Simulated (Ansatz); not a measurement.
# Ga: the cost of one run

Program: Ansatz 0.2.0. Level of theory: DFT r2SCAN, scalar-relativistic, plane waves, PAW. These are calculated values, not measurements.

### 1 The starting structure

It takes space group P6_3/mmc (No. 194, hexagonal). The conventional cell has a = 3.099 Å, b = 3.099 Å, c = 5.030 Å, α = 90.00°, β = 90.00°, γ = 120.00°. Around Ga (site symmetry -6m2) lie 12 Ga at 3.09 to 3.10 Å.

Coordinates:

```cif
data_structure
_symmetry_space_group_name_H-M 'P6_3/mmc'
_symmetry_Int_Tables_number 194
_cell_length_a 3.0991
_cell_length_b 3.0991
_cell_length_c 5.0300
_cell_angle_alpha 90.000
_cell_angle_beta 90.000
_cell_angle_gamma 120.000
_cell_volume 41.84
loop_
_atom_site_label
_atom_site_type_symbol
_atom_site_symmetry_multiplicity
_atom_site_Wyckoff_symbol
_atom_site_fract_x
_atom_site_fract_y
_atom_site_fract_z
_atom_site_occupancy
Ga1 Ga 2 c 0.33333 0.66667 0.25000 1
```

This is candidate A: hcp type (P6_3/mmc, No. 194).

(A quick probe on a coarse mesh, which set the mesh and smearing, is not shown.)

### 3 Rough relaxation on the coarse mesh (candidate A)

Contents of input.yaml:

```yaml
crystal:
  lattice:
    - [3.0990847592, 0.0, 0.0]
    - [-1.5495423796, 2.6838861299, 0.0]
    - [0.0, 0.0, 5.0299786901]
  atoms:
    - { symbol: Ga, position: [0.3333333333, 0.6666666667, 0.25] }
    - { symbol: Ga, position: [0.6666666667, 0.3333333333, 0.75] }
basis:
  ecutwfc: 500
kpoints:
  mp_grid: { grid: [6, 6, 4] }
hamiltonian:
  xc: r2scan
scf:
  occupations: { method: gaussian, width: 0.1 }
  lower_state_search: "off"
output:
  forces: true
  stress: true
  eigenvalues: true
relax:
  adjacent_minimum: "off"
  f_tol: 0.04
  max_steps: 70
  cell: { stress_tol: 0.4 }
```

Q: Estimate wall time and peak memory on 1 thread of an x86-64 CPU, shared host.

About 17 s, with a peak of 0.45 GiB.
